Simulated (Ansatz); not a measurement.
# Piezoelectric tensor of BN

Computed with DFT PBE, scalar-relativistic, plane waves, PAW (Ansatz 0.2.0). Settings: 420 eV plane-wave cutoff, Γ-centred 12×12×12 mesh, fixed occupations. No spin polarisation.

The cell, relaxed at this level:
```
B N
1.0
     0.00000    4.30647    2.17546
     1.25611    0.00000    2.17546
     1.25611    4.30647    0.00000
B N
1 1
Direct
  0.00002 0.00002 0.99998
  0.66668 0.66668 0.33332
```

The crystal is built of layers and no dispersion correction was added, so the binding between them is poorly described, and with it their spacing and whatever depends on it.

Task: Give the relaxed-ion proper piezoelectric stress tensor e_iJ (C/m², Voigt columns xx yy zz yz xz xy).

Result:
```
x    0.000  0.000  0.000  0.000 -0.319  0.000
y    0.000  0.000  0.000 -0.003  0.000  0.000
z   -0.319 -0.002  0.321  0.000  0.000  0.000
```
Signs follow the orientation of the cell as given.

This form isn't the usual stable structure of the compound.

Cost: 1 run of about 2.3 core-minutes, on AMD EPYC 9R45 (Zen 5) (shared hosts).